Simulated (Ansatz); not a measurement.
Input of an Ansatz 0.2.0 run:

File input.yaml:

```yaml
crystal:
  lattice:
    - [0.0, 2.701992, 2.701992]
    - [2.701992, 0.0, 2.701992]
    - [2.701992, 2.701992, 0.0]
  atoms:
    - { symbol: Pb, position: [0.0, 0.0, 0.0] }
    - { symbol: O, position: [0.75, 0.75, 0.75] }
    - { symbol: O, position: [0.25, 0.25, 0.25] }
kpoints:
  mp_grid: { grid: [9, 9, 9] }
scf:
  occupations: { method: fermi_dirac, width: 0.05 }
hamiltonian:
  xc: pbe
  pseudopotentials: { kind: all_electron, datasets: crystal }
output:
  forces: true
  stress: true
  eigenvalues: true
  dos: { projected: false, de: 0.1, e_range: [-10, 8] }
  elf: true
  volumetric_format: npy
```

Potentials or basis: all-electron PAW datasets made for the crystal.

Run with:

```console
$ ansatz run input.yaml --threads 2 --pin off --max-ram 6144MiB --backend cpu --events-out ev --progress --plain --runs-dir out
```

Problem. Predict the pressure.

Solution. 0.4 GPa.

Problem. Estimate the band gap on the k mesh.

Solution. None (metal or under the smearing width).

States per cell in windows of 1 eV (zero at the Fermi level; states under -8 eV left out):
```csv
from (eV),total
-8.0,1.02
-7.0,0.58
-6.0,0.20
-5.0,1.07
-4.0,2.28
-3.0,1.74
-2.0,1.98
-1.0,3.05
0.0,0.13
1.0,0.77
2.0,1.08
3.0,0.00
4.0,0.00
5.0,0.12
6.0,0.97
```

Caveat: the program warned that the printed levels may be off, so bands, gaps and densities of states are rough. The run has no spin-orbit coupling, so splittings on Pb are missing.
